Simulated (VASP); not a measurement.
## V3Si: single point with PBEsol

Crystal: V3Si.

```
CELL_PARAMETERS angstrom
4.65166 0.00000 0.00000
0.00000 4.65166 0.00000
0.00000 0.00000 4.65166
ATOMIC_POSITIONS crystal
V 0.25000 0.00000 0.50000
V 0.75000 0.00000 0.50000
V 0.00000 0.50000 0.25000
V 0.00000 0.50000 0.75000
V 0.50000 0.75000 0.00000
V 0.50000 0.25000 0.00000
Si 0.00000 0.00000 0.00000
Si 0.50000 0.50000 0.50000
```

The cell is a database's computed one.

* Program: VASP 6.6.1
* Task: single point
* Functional: PBEsol
* Potentials or basis: VASP PAW PBE potentials, release 64 (V_sv, Si)
* Cutoff: 700 eV
* k mesh: 8 × 8 × 8
* Occupations: gaussian, width 0.1 eV
* Spin: no spin polarisation
* Further INCAR settings: ALGO = Normal; EDIFF = 1e-07; NBANDS = 53

- Pressure: 0.0 GPa
- Band gap on the k mesh: none (metal or under the smearing width)

Levels at points of the mesh, in eV from the Fermi level:
```csv
k point,band 39,band 40,band 41,band 42,band 43,band 44,band 45,band 46,band 47,band 48
"(0.00, 0.00, 0.00)",-0.97,-0.62,-0.62,-0.62,-0.01,-0.01,2.09,2.09,2.09,2.80
"(0.50, 0.00, 0.00)",-0.86,-0.86,-0.71,-0.71,-0.42,-0.42,1.31,1.31,1.93,1.93
"(0.50, 0.50, 0.00)",-0.09,-0.09,0.06,0.39,0.39,0.44,0.44,0.48,0.72,1.07
"(0.50, 0.50, 0.50)",-0.08,-0.08,-0.08,-0.08,0.08,0.08,0.08,0.08,0.08,0.08
```

It took 4.8 min on 1 thread of Intel(R) Xeon(R) Platinum 8488C (Sapphire Rapids), with other jobs on the host, peak memory 0.37 GiB.

Caveat: the PAW data sets were made with another functional, which shifts forces and pressure a little.
